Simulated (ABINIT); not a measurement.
PtS2: equation of state with PBE

The system is PtS2.

```
CELL_PARAMETERS angstrom
3.54320 0.00000 0.00000
-1.77160 3.06850 0.00000
0.00000 0.00000 5.03880
ATOMIC_POSITIONS crystal
Pt 0.00000 0.00000 0.00000
S 0.66667 0.33333 0.77300
S 0.33333 0.66667 0.22700
```

```
Program                                         : ABINIT 10.8.3 (patched build)
Task                                            : equation of state
Functional                                      : PBE
Potentials or basis                             : JTH PAW PBE v2.0
Cutoff                                          : 408 eV
k mesh                                          : 9 × 9 × 5
Occupations                                     : fermi-dirac, width 0.05 eV
Spin                                            : no spin polarisation
Fine-grid cutoff                                : 816.342 eV
Exchange and correlation inside the PAW spheres : full angular mesh (pawxcdev 0, this build's default; the released program takes 1)
```

```json
{"Equilibrium volume": "19.87 Å³/atom (rough: see the caveat)", "Bulk modulus at fixed shape and positions": "123 GPa (rough)"}
```

Energy against volume, from the lowest point:
| volume (Å³/atom) | energy (meV/atom) |
| --- | --- |
| 17.165 | 183.23 |
| 17.531 | 130.11 |
| 17.896 | 87.35 |
| 18.261 | 53.91 |
| 18.626 | 28.70 |
| 18.992 | 11.00 |
| 19.357 | 0.00 |

It took 3.5 min on 1 thread of Arm Neoverse V2, on a shared host, peak memory 0.15 GiB.

Caveat: the cutoff is too short for stress, so the log's stress isn't used; pressures at fixed basis lie under the slope of the energies; the minimum lies outside the volumes run; the cell was scaled at fixed shape and fractional positions, which overstates the stiffness of a crystal with free parameters, most of all of layers and chains; the atomic spheres overlap. Spin-orbit coupling is left out, which matters for the levels of Pt.
